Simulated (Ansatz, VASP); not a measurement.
**CsH in VASP and in Ansatz**

Contents of POSCAR:

```
CsH
1.0
    0.0000000000      3.1880000000      3.1880000000
    3.1880000000      0.0000000000      3.1880000000
    3.1880000000      3.1880000000      0.0000000000
Cs H
1 1
Direct
    0.0078419072     -0.0078419072      0.0078419072
    0.5000000000      0.5000000000      0.5000000000
```

Contents of INCAR.step1:

```
SYSTEM = CsH
ALGO = Normal ; EDIFF = 1E-4
ENCUT = 520 ; GGA = PE
ISMEAR = 0 ; LASPH = .TRUE.
LCHARG = .FALSE. ; LREAL = .FALSE.
LWAVE = .TRUE. ; NBANDS = 12
NELM = 60 ; PREC = Accurate
SIGMA = 0.05
```

INCAR.step2

```
SYSTEM = CsH
ALGO = Normal ; EDIFF = 1E-7
ENCUT = 520 ; ISIF = 2
ISMEAR = 0 ; ISTART = 1
LASPH = .TRUE. ; LCHARG = .FALSE.
LMIXTAU = .TRUE. ; LREAL = .FALSE.
LWAVE = .FALSE. ; METAGGA = R2SCAN
NBANDS = 12 ; NELM = 60
PREC = Accurate ; SIGMA = 0.05
```

File KPOINTS:

```
k-points
0
G
  6 6 6
  0 0 0
```

Input for Ansatz:

```yaml
crystal:
  lattice:
    - [0.0, 3.188, 3.188]
    - [3.188, 0.0, 3.188]
    - [3.188, 3.188, 0.0]
  atoms:
    - { symbol: Cs, position: [0.0078419072, -0.0078419072, 0.0078419072] }
    - { symbol: H, position: [0.5, 0.5, 0.5] }
basis:
  ecutwfc: 500
kpoints:
  mp_grid: { grid: [6, 6, 6] }
hamiltonian:
  xc: r2scan
scf:
  occupations: { method: gaussian, width: 0.05 }
output:
  forces: true
  stress: true
  eigenvalues: true
```

Change from the starting cell: all Cs atoms moved +0.050 Å, as atom 1 along Cartesian [0 1 0].

Alike in both runs: task single point; functional r2SCAN; k mesh 6 × 6 × 6; occupations gaussian, width 0.05 eV; no spin polarisation.

|  | VASP | Ansatz |
| --- | --- | --- |
| version | VASP 6.6.1 | Ansatz 0.2.0 |
| potentials or method | VASP PAW PBE potentials, release 64 (Cs_sv, H) | scalar-relativistic, plane waves, PAW |
| plane-wave cutoff (eV) | 520 | 500 |
| valence electrons in the cell | 10 | 10 |

Ansatz gave:

- gap on the k mesh at the Fermi level (eV): 2.68
- least direct gap on the mesh (eV): 2.68
- pressure (GPa): 0.0
- rms of the force components (eV/Å): 0.017

Q: What did VASP give for the same quantities?

A: gap on the k mesh at the Fermi level (eV): 2.67; least direct gap on the mesh (eV): 2.67; pressure (GPa): 0.0; rms of the force components (eV/Å): 0.018.

Atom by atom the forces differ by 0.000 eV/Å (rms over components). With one functional, cell and mesh, what is left measures potentials, basis and numerics.

Caveats: the PAW data sets were made with another functional, which shifts forces and pressure a little (VASP); spin-orbit coupling is left out, which moves the levels of the heavy elements. A k mesh can miss the band edges.
